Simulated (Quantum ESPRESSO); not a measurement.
Al: phonons with PBEsol

The system is Al.

```
CELL_PARAMETERS angstrom
-1.59122 1.59122 1.59122
1.59122 -1.59122 1.59122
1.59122 1.59122 -1.59122
ATOMIC_POSITIONS crystal
Al 0.00000 0.00000 0.00000
```

This isn't the form of Al at room conditions, which is fcc.

```
Program             : Quantum ESPRESSO 7.5
Task                : phonons
Functional          : PBEsol
Potentials or basis : PseudoDojo 0.4.1 SR PBEsol standard
Cutoff              : 544 eV
Density cutoff      : 2177 eV
k mesh              : 12 × 12 × 12
Occupations         : cold, width 0.2 eV
Spin                : no spin polarisation
Mixing beta         : 0.5
Most SCF iterations : 120
SCF threshold       : 2e-10 Ry
```

```yaml
Relaxed_volume: 16.55 Å³/atom
Relaxed_cell: a = 2.781 Å, b = 2.781 Å, c = 2.781 Å, α = 109.47°, β = 109.47°, γ = 109.47°
Space_group_after_relaxing_to_0.05_Å: Im-3m (No. 229)
Pressure_after_relaxing: 0.0 GPa
Band_gap_on_the_k_mesh: none (metal or under the smearing width)
Highest_phonon_frequency_at_the_q_point_run: 317 cm⁻¹
Most_unstable_mode: 117i cm⁻¹
```

Step by step:
| step | energy change (eV) | largest force (eV/Å) | pressure (GPa) | volume (Å³) |
| --- | --- | --- | --- | --- |
| 1 | 0.0000 | 0.0000 | 2.06 | 16.12 |
| 2 | -0.0017 | 0.0000 | 1.22 | 16.29 |
| 3 | -0.0027 | 0.0000 | 0.35 | 16.47 |
| 4 | -0.0027 | 0.0000 | 0.01 | 16.55 |
| 5 | -0.0027 | 0.0000 | 0.01 | 16.55 |

Final structure:
```
CELL_PARAMETERS angstrom
-1.60539 1.60539 1.60539
1.60539 -1.60539 1.60539
1.60539 1.60539 -1.60539
ATOMIC_POSITIONS crystal
Al 0.00000 0.00000 0.00000
```

Levels at points of the mesh, in eV from the Fermi level:
| k point | band 1 | band 2 | band 3 | band 4 | band 5 |
| --- | --- | --- | --- | --- | --- |
| (0.00, 0.00, 0.00) | -11.10 | 13.25 | 13.25 | 14.60 | 14.60 |
| (0.00, 0.00, -0.50) | -4.30 | -3.84 | 8.13 | 8.28 | 9.95 |
| (-0.50, -0.50, -0.50) | 1.87 | 1.87 | 1.87 | 3.00 | 3.00 |

Phonon frequencies in cm⁻¹ (negative: imaginary):
| q point | frequencies |
| --- | --- |
| (0.000, 0.000, 0.500) | -117 208 317 |

Phonon modes at q = (0.000, 0.000, 0.500) in reciprocal lattice units:
| mode | symmetry | cm⁻¹ |
| --- | --- | --- |
| 1 | B_2u | -117 |
| 2 | B_1u | 208 |
| 3 | B_3u | 317 |

It took 2 min on 1 thread of Intel(R) Xeon(R) Processor @ 2.50GHz (Skylake/Cascade Lake), with other jobs on the host, peak memory 0.09 GiB.

Caveat: some modes are imaginary.
